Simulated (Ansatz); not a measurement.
**Al3Cu2 (P-3m1)**

Theory: Ansatz, DFT r2SCAN, scalar-relativistic, plane waves, PAW.

Settings: cutoff 500 eV, Γ-centred mesh 12×12×8 on the computed 5-atom cell, Gaussian smearing of 0.10 eV; no spin polarisation.

The structure is relaxed at this level of theory with its symmetry kept. Whether it is the stable form of this composition wasn't checked.

Symmetry: P-3m1, No. 164, trigonal system. The conventional cell has a = 4.102 Å, b = 4.102 Å, c = 4.990 Å, α = 90.00°, β = 90.00°, γ = 120.00°. Al (site symmetry -3m) has 6 Cu at 2.50 Å as nearest neighbours. Around Al (site symmetry 3m) lie 5 Cu at 2.45 to 2.55 Å and 3 Al at 2.80 Å. Cu (site symmetry 3m) is surrounded by 8 Al at 2.45 to 2.55 Å.

| Quantity | Value |
| --- | --- |
| Volume per atom | 14.54 Å³ |
| Formation energy from the elements' standard states (uncorrected) | -0.193 eV/atom |
| Generalised Kohn–Sham band gap | none (metal) |
| Density of states at the Fermi level | 1.00 states/eV per cell |
| Löwdin character within 0.5 eV of the Fermi level | Al 3p 54 %, Al 3s 20 %, Cu 3d 11 %, unprojected 9 % |
| Bulk modulus | 117 GPa |
| Its pressure derivative | 4.5 |
| Bader charges (e) | Al (1 in the cell) 1.45, Al (2 in the cell) 1.50, Cu (2 in the cell) -2.23 |